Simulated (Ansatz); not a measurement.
# NaF (wurtzite): the band gap by level of theory

All numbers come from the PAW code Ansatz. (Calculated; spin-unpolarised; the phase may be known or hypothetical.)

The cell is NaF built on the wurtzite prototype (no longer in that coordination); cell and atoms were relaxed with r2SCAN. Space group P6_3/mmc (No. 194), hexagonal; a = 3.868 Å, c = 4.551 Å in the conventional setting, 14.74 Å³ an atom. Na has 5 F at 2.23–2.28 Å; F has 5 Na at 2.23–2.28 Å. The cell started from the wurtzite prototype, but the relaxation took it to the higher symmetry P6_3/mmc (No. 194), so the name no longer describes it.

```cif
data_structure
_symmetry_space_group_name_H-M 'P 1'
_symmetry_Int_Tables_number 1
_cell_length_a 3.8681
_cell_length_b 3.8681
_cell_length_c 4.5514
_cell_angle_alpha 90.000
_cell_angle_beta 90.000
_cell_angle_gamma 120.000
_cell_volume 58.97
loop_
_atom_site_label
_atom_site_type_symbol
_atom_site_fract_x
_atom_site_fract_y
_atom_site_fract_z
_atom_site_occupancy
Na1 Na 0.33333 0.66667 0.93750 1
Na2 Na 0.66667 0.33333 0.43750 1
F1 F 0.33333 0.66667 0.43750 1
F2 F 0.66667 0.33333 0.93750 1
```

Relaxed lattice by functional, symmetry kept:
```tsv
functional	k mesh	a (Å)	c (Å)	volume (Å³/atom)
PBE	12×12×4	3.942	4.656	15.66
r2SCAN	6×6×6	3.868	4.551	14.74
PBEsol	6×6×6	3.893	4.584	15.04
LDA	6×6×6	3.793	4.460	13.90
HSE06	6×6×4	3.896	4.593	15.10
```

Band edges at fixed r2SCAN geometry:
```json
{"level": "LDA", "k mesh": "12×12×6", "gap (eV)": "5.39", "kind": "direct", "edges": "Γ", "least direct gap (eV)": "5.39", "rough cost": "8 core-seconds"}
{"level": "PBE", "k mesh": "12×12×6", "gap (eV)": "5.69", "kind": "direct", "edges": "Γ", "least direct gap (eV)": "5.69", "rough cost": "13 core-seconds"}
{"level": "r2SCAN", "k mesh": "12×12×6", "gap (eV)": "6.34", "kind": "direct", "edges": "Γ", "least direct gap (eV)": "6.34", "rough cost": "24 core-seconds"}
{"level": "r2SCANh", "k mesh": "6×6×4", "gap (eV)": "7.36", "kind": "direct", "edges": "Γ", "least direct gap (eV)": "7.36", "rough cost": "2.9 core-minutes"}
{"level": "HSE06", "k mesh": "6×6×4", "gap (eV)": "7.74", "kind": "direct", "edges": "Γ", "least direct gap (eV)": "7.74", "rough cost": "2.3 core-minutes"}
{"level": "DDH-PBE0", "k mesh": "6×6×4", "gap (eV)": "12.32", "kind": "direct", "edges": "Γ", "least direct gap (eV)": "12.32", "rough cost": "3 core-minutes"}
{"level": "PBE0", "k mesh": "6×6×4", "gap (eV)": "8.52", "kind": "direct", "edges": "Γ", "least direct gap (eV)": "8.52", "rough cost": "2.3 core-minutes"}
{"level": "Hartree-Fock", "k mesh": "6×6×4", "gap (eV)": "16.97", "kind": "direct", "edges": "Γ", "least direct gap (eV)": "16.97", "rough cost": "2.9 core-minutes"}
{"level": "G0W0@PBE (176 empty bands, 120 eV, 6×6×4)", "k mesh": "6×6×4", "gap (eV)": "9.65", "kind": "–", "edges": "Γ (mesh)", "least direct gap (eV)": "–", "rough cost": "11 core-minutes"}
```
PBE: smearing of 0.02 eV; the others have fixed occupations.
Wave cutoffs: 420 eV, 500 eV (r2SCAN, r2SCANh).
The G0W0 gap is PBE's gap over the path plus the quasiparticle shift read on the mesh. The G0W0 figures hold for the stated bands, cutoff and mesh and aren't extrapolated.
Costs come from shared machines and give only the order; PBE's includes the band path. The runs had 2 threads of Arm Neoverse N1, on a shared host.

With HSE06 the gap is 7.74 eV and direct, at Γ.

r2SCAN covers 31 % of the step from PBE to HSE06, while HSE06 needs about 6 times r2SCAN's cost (on a coarser mesh). Among these functionals the gap stays direct.

r2SCAN (ground state on 6×6×6): The clamped-ion dielectric constant comes out as 1.69 in all directions. Born charges, averaged over directions: Na +0.97, F -0.97 e. PBE (ground state on 6×6×6): The electronic dielectric tensor ε∞ is 1.74 along x and y, 1.75 along z. Born charges, averaged over directions: Na +0.98, F -0.98 e.

On the PBEsol cell (a = 3.893 Å, c = 4.584 Å), with PBEsol: All optical modes at Γ are real, from 143 to 289 cm⁻¹ without the longitudinal term; this says nothing of other wave vectors. With the long-range field the highest mode reaches 395 cm⁻¹. ε∞: 1.75 along all three axes, to this precision. With the ions relaxed, ε⁰ is 3.7 along x and y, 4.3 along z. Born charges, averaged over directions: Na +0.98, F -0.98 e.

The meshes of the hybrids are coarse, so their gaps aren't converged to the digits shown.
